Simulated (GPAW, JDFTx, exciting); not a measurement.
# BP: 3 runs at one level of theory

```xyz
2
Lattice="0.0000 2.2690 2.2690 2.2690 0.0000 2.2690 2.2690 2.2690 0.0000" Properties=species:S:1:pos:R:3 pbc="T T T"
P     1.1345    1.1345    1.1345
B     0.0000    0.0000    0.0000
```

Alike in all runs: task single point; functional PBEsol; k mesh 10 × 10 × 10; occupations gaussian, width 0.1 eV; no spin polarisation; no spin-orbit coupling. Pressure is positive in compression and, in plane waves, holds the error of the finite cutoff.

```tsv
program and potentials	plane-wave cutoff (eV)	notes	band gap (eV)	pressure (GPa)
exciting, all-electron LAPW+lo, shipped species files, valence relativity iora*	-	-	1.14	-
JDFTx, PseudoDojo-SR-PBEsol-0.4.1-standard with smoothed tails	1034	-	1.14	-1.91
GPAW, PAW data sets generated for this functional	800	-	1.14	-1.74
```

All agree on the band gap. The pressure spans -1.91 (JDFTx, PseudoDojo-SR-PBEsol-0.4.1-standard with smoothed tails) to -1.74 GPa (GPAW, PAW data sets generated for this functional). The gap is indirect and read on the mesh alone.

The functional is the same throughout but for its coding, so the spread measures potentials, basis and numerics; runs on potential files found faulty are left out.

The pseudopotential and PAW runs both give a gap of 1.14 eV, so the treatment of the cores hardly affects it. This is well below the measured gap of boron phosphide. The likely cause is the semilocal functional, whose Kohn-Sham gap lacks the derivative discontinuity of the exchange-correlation potential. Coarse sampling can't explain the shortfall, since missing a band extremum can only widen the gap.

Boron and phosphorus differ little in electronegativity, so the bonding is strongly covalent and the bands resemble those of silicon and diamond. The valence band maximum at the zone centre is made of bonding p states, while the conduction band minimum lies towards the zone boundary at X, which makes the gap indirect.

The negative pressures, -1.91 and -1.74 GPa, suggest that the cell is slightly larger than the functional prefers and would contract on relaxation. In so stiff a covalent network, this probably means only a small change in bond length. The agreement on the gap at this one geometry doesn't establish equal equilibrium volumes or elastic constants.
